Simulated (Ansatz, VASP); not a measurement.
# Li2S: VASP beside Ansatz

Contents of INCAR:

```
ALGO = Fast ; EDIFF = 1E-6
ENCUT = 520 ; GGA = PE
ISIF = 2 ; ISMEAR = -1
LASPH = T ; LCHARG = T
LELF = T ; LREAL = F
LVHAR = T ; LWAVE = F
NBANDS = 13 ; NELM = 80
PREC = Accurate ; SIGMA = 0.02
```

KPOINTS

```
k-points
0
Gamma
  7 7 7
```

File POSCAR:

```
Li2S
1.0
    0.0000000000      2.8540000000      2.8540000000
    2.8540000000      0.0000000000      2.8540000000
    2.8540000000      2.8540000000      0.0000000000
Li S
2 1
Direct
    0.2500000000      0.2500000000      0.2500000000
    0.7500000000      0.7500000000      0.7500000000
    0.0000000000      0.0000000000      0.0000000000
```

Input for Ansatz:

```yaml
crystal:
  lattice:
    - [0.0, 2.854, 2.854]
    - [2.854, 0.0, 2.854]
    - [2.854, 2.854, 0.0]
  atoms:
    - { symbol: Li, position: [0.25, 0.25, 0.25] }
    - { symbol: Li, position: [0.75, 0.75, 0.75] }
    - { symbol: S, position: [0.0, 0.0, 0.0] }
kpoints:
  mp_grid: { grid: [7, 7, 7] }
  band_path:
    path:
      - [0.0, 0.0, 0.0]
      - [0.5, 0.0, 0.5]
      - [0.625, 0.25, 0.625]
      - [0.375, 0.375, 0.75]
      - [0.0, 0.0, 0.0]
      - [0.5, 0.5, 0.5]
      - [0.5, 0.25, 0.75]
      - [0.5, 0.0, 0.5]
    npoints: 8
scf:
  occupations: { method: fermi_dirac, width: 0.02 }
hamiltonian:
  xc: pbe
  pseudopotentials: { kind: all_electron, lapw: { basis_error: 0.001 } }
output:
  forces: true
  stress: true
  eigenvalues: true
  populations: true
  dos: { projected: true, de: 0.2, e_range: [-14, 8] }
```

Alike in both runs: task single point; functional PBE; k mesh 7 × 7 × 7; occupations fermi-dirac, width 0.02 eV; no spin polarisation.

```csv
,VASP,Ansatz
version,VASP 6.6.1,Ansatz 0.2.0
potentials or method,"VASP PAW PBE potentials, release 64 (Li_sv, S)","all-electron LAPW, scalar-relativistic"
plane-wave cutoff (eV),520,see its input
```

```tsv
	VASP	Ansatz	Ansatz less VASP
gap on the k mesh at the Fermi level (eV)	3.54	3.54	+0.002
```

Ansatz ran all-electron here, so the differences hold the error of VASP's frozen core and of both bases.

Caveats: an odd mesh through Γ misses points on the zone boundary, where band edges often lie. PBE gaps usually lie below the measured ones, often by a third to a half.
